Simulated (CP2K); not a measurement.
The system is PbSe (Clausthalite).

```
Pb Se
1.0
     4.32841    0.00000    0.00000
     2.16421    3.74852    0.00000
     2.16421    1.24951    3.53413
Pb Se
1 1
Direct
  0.00000 0.00000 0.00000
  0.50000 0.50000 0.50000
```

Base run:

| Property | Result |
| --- | --- |
| Program | CP2K 2026.2 |
| Functional | PBE |
| Potentials or basis | GTH_POTENTIALS Pb GTH-BLYP-q4, Se GTH-BLYP-q6; DZVP-MOLOPT-SR-GTH basis |
| Density cutoff | 6123 eV |
| k mesh | 8 × 8 × 8 |
| Occupations | fermi-dirac, width 0.05 eV |
| Spin | no spin polarisation |

Its results: band gap on the k mesh 0.23 eV, direct; pressure 1.0 GPa.

**Question.** The run is repeated on the same cell with these changes: potentials or basis from GTH_POTENTIALS Pb GTH-BLYP-q4, Se GTH-BLYP-q6; DZVP-MOLOPT-SR-GTH basis to POTENTIAL_UZH Pb GTH-PBE0-q4, Se GTH-PBE0-q6; DZVP-MOLOPT-SR-GTH basis; potentials from Pb GTH-BLYP-q4 of GTH_POTENTIALS, Se GTH-BLYP-q6 of GTH_POTENTIALS to Pb GTH-PBE0-q4 of POTENTIAL_UZH, Se GTH-PBE0-q6 of POTENTIAL_UZH. What comes out?

**Answer.** Band gap on the k mesh 0.23 eV, direct; pressure 2.2 GPa.

Caveats: spin-orbit coupling is left out, which as a rule narrows the gap of such compounds by several tenths of an eV; the basis of atomic orbitals isn't converged, which shifts pressures, moduli and gaps; the potentials were made for another functional, which shifts forces and pressure (some runs).
